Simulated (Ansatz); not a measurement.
# CoSi2/ZnS/NiSi2: predicting the conductance of a thicker barrier

Set-up. Ansatz 0.2.0, plane waves with PAW datasets, PBE. Interfaces are relaxed in a short slab (with D3(BJ) where the barrier is layered), set between ideal electrode layers that go on as semi-infinite leads, and the zero-bias conductance G at 300 K comes from T(E) on a typed mesh. The error is the largest of the program's estimates from energy step, mesh, the leads' potential steps and neutrality; its separate bound for narrow resonances between the energies solved isn't counted and can be far larger. The lower electrode is CoSi2 (fluorite 111 turned by 180 degrees  type B), the upper NiSi2 (fluorite 111) and the barrier ZnS (zinc blende 111), on a net of side 3.822 Å; d is the distance between the electrodes' last planes.

What is known so far:

```
planes in the barrier  d (Å)  G (S/m²)  error (%)  lead step (meV)
                    4   8.79   2.40e13         26                8
                    6  11.95   4.97e12         20                8
                    8  15.10   1.10e12         27                8
                   12  21.42   5.59e10         25                8
```

**Question.** A further run has 14 planes, d = 24.58 Å. Fit G ∝ exp(−βd) to the rows shown and predict its conductance.

Working: Take y = ln G: 30.81, 29.23, 27.72 and 24.75. The means are d = 14.31 Å and y = 28.13; Σ(Δd Δy) = −41.77 and Σ(Δd)² = 87.22, so the slope is −0.479 Å⁻¹ (β = 0.479 Å⁻¹). At d = 24.58 Å, y = 28.13 − 0.479 × 10.26 = 23.21, or G = 1.20e10 S/m².

**The withheld run.** The run gave 1.42e10 S/m², with an error estimate of 28 % and a lead step of 8 meV. The prediction is 0.847 times that, too low by 15 %. That lies within the runs' own error estimates, carried through the fit.

Caveats: The interfaces are ideal, one cell wide, strained to a common net and relaxed from one registry with their symmetry kept. PBE's gaps are too small, so true decay constants are likely larger where the Fermi level lies deep in a gap. No spin-orbit coupling, phonons, disorder or image charges enter. The rows shown are chosen by tests on error estimates (under 100 to 120 %), lead steps (under 150 meV, though the program warns over 25), intact interfaces and, for fits, a steady trend in the rows shown; the data set holds 414 series of this kind, and not all pass.

[Logs are printed without paths, hosts, clocks, repeated set-up lines and the standing remarks that a program may print on its own settings, such as how far it seeks lower states.]
